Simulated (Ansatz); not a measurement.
Reactions of C$_{4}$H$_{5}$I (`IC1C=CC1`).

Calculated with Ansatz (gas phase, PBE0-D4/def2-TZVP geometries, no zero-point term in ΔE). CCSD(T)/CBS is the MP2 limit (def2-TZVPP, def2-QZVPP) plus CCSD(T) − MP2 in def2-TZVPP, frozen cores. This one scheme is used for every species, atoms too. Functionals use def2-TZVPP. B3LYP here is the variant with VWN-RPA as its local correlation; programs differ in this. Open shells (•) are unrestricted, without spin–orbit coupling. Spin–orbit coupling would lower the free atoms: a little for C; strongly for I. def2 core potentials past Kr. Bonds to I are less sure, by a few kJ/mol each and by 10 to 20 or more in all where they break to atoms, as the def2 sets lack core-valence functions. Each species was taken in one conformer, which may not be the lowest.

| reaction | CCSD(T)/CBS(def2) (kJ/mol) |
| --- | --- |
| `IC1C=CC1` → `C=CC(=C)I` | ? |
| `IC1C=CC1` + H₂ → `C1=CCC1` + HI | -45 |
| `IC1C=CC1` → 4 C• + 5 H• + I• | ? |
| `IC1C=CC1` → `C=C=C(C)I` | 15 |
| `IC1C=CC1` + HCl → `ClC1C=CC1` + HI | 23 |
| `IC1C=CC1` → `CC1=C(I)C1` | 89 |

Problem. Fill in the missing values. (An estimate is asked.)

Solution. Computed: `IC1C=CC1` → `C=CC(=C)I`: -35.3 kJ/mol; `IC1C=CC1` → 4 C• + 5 H• + I•: +4016.8 kJ/mol.

Largest T1 diagnostic: 0.010, for `C=C=C(C)I`.
